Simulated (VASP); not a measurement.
Crystal: Au.

```
Au
1.0
     2.90000    0.00000    0.00000
    -1.45000    2.51147    0.00000
     0.00000    0.00000    4.88000
Au
2
Direct
  0.66667 0.33333 0.25000
  0.33333 0.66667 0.75000
```

This isn't the form of Au at room conditions, which is fcc.

* Program: VASP 6.6.1
* Task: single point
* Functional: PBEsol
* Potentials or basis: VASP PAW PBE potentials, release 64 (Au)
* Cutoff: 520 eV
* k mesh: 11 × 11 × 6
* Occupations: fermi-dirac, width 0.05 eV
* Spin: no spin polarisation

On this cell: pressure -6.7 GPa; largest force under 0.003 eV/Å; band gap on the k mesh none (metal or under the smearing width).

The same run follows on a disturbed copy (atoms moved at random, drawn with an rms of 0.05 Å):

```
Au
1.0
     2.90000    0.00000    0.00000
    -1.45000    2.51147    0.00000
     0.00000    0.00000    4.88000
Au
2
Direct
  0.68819 0.35203 0.25122
  0.32218 0.66326 0.75447
```

What changes?

The energy (extrapolated to zero smearing) moves by +0.7 meV/atom; pressure -6.6 GPa; largest force 0.087 eV/Å; band gap on the k mesh none (metal or under the smearing width).

Forces in eV/Å, atoms in the order of the input:
```
Au  -0.022 -0.012  0.083
Au   0.022  0.012 -0.083
```

Stress tensor (GPa, compression positive):
```
-6.42  0.16 -0.07
 0.16 -6.64 -0.05
-0.07 -0.05 -6.84
```

Caveats: the PAW data sets were made with another functional, which shifts forces and pressure a little.
